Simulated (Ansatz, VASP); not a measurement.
# Sb: VASP beside Ansatz

The input INCAR:

```
PREC = Accurate
ENCUT = 520
EDIFF = 1E-6
ISMEAR = 0
SIGMA = 0.15
LREAL = False
LASPH = True
NELM = 60
ALGO = Normal
ISIF = 2
LWAVE = False
LCHARG = False
GGA = PE
IVDW = 12
NBANDS = 8
```

KPOINTS

```
regular mesh
0
Gamma
  18 18 18
```

File POSCAR:

```
Sb
1.0
   -1.8713408863      2.0818667360      1.8713408863
    1.8713408863     -2.0818667360      1.8713408863
    1.8713408863      2.0818667360     -1.8713408863
Sb
1
Direct
    0.0000000000      0.0000000000      0.0000000000
```

Input for Ansatz:

```yaml
crystal:
  lattice:
    - [-1.8713408863, 2.081866736, 1.8713408863]
    - [1.8713408863, -2.081866736, 1.8713408863]
    - [1.8713408863, 2.081866736, -1.8713408863]
  atoms:
    - { symbol: Sb, position: [0.0, 0.0, 0.0] }
basis:
  ecutwfc: 420
kpoints:
  mp_grid: { grid: [18, 18, 18] }
hamiltonian:
  xc: pbe
  dispersion: d3bj
scf:
  occupations: { method: gaussian, width: 0.15 }
output:
  forces: true
  stress: true
  eigenvalues: true
```

Change from the starting cell: strain +0.1125 x Voigt [0, 1, 0, 0, 0, 0], atoms carried along.

Alike in both runs: task single point; functional PBE; dispersion D3(BJ); k mesh 18 × 18 × 18; occupations gaussian, width 0.15 eV; no spin polarisation.

|  | VASP | Ansatz |
| --- | --- | --- |
| version | VASP 6.6.1 | Ansatz 0.2.0 |
| potentials or method | VASP PAW PBE potentials, release 64 (Sb) | scalar-relativistic, plane waves, PAW |
| plane-wave cutoff (eV) | 520 | 420 |
| valence electrons in the cell | 5 | 15 |

Ansatz gave:

```
gap on the k mesh at the Fermi level (eV)       : none
pressure (GPa)                                  : -5.9
largest component of the traceless stress (GPa) : 1.64
```

**Question.** Which values does VASP return?

**Answer.** gap on the k mesh at the Fermi level (eV): none; pressure (GPa): -6.0; largest component of the traceless stress (GPa): 1.64.

A gap of «none» marks a metal or a gap that the smearing closes. The two sets of potentials don't hold the same shells in valence.

Caveats: pairwise dispersion overbinds metals, which lowers pressure and volume. Spin-orbit coupling is left out, which matters for the levels of Sb.
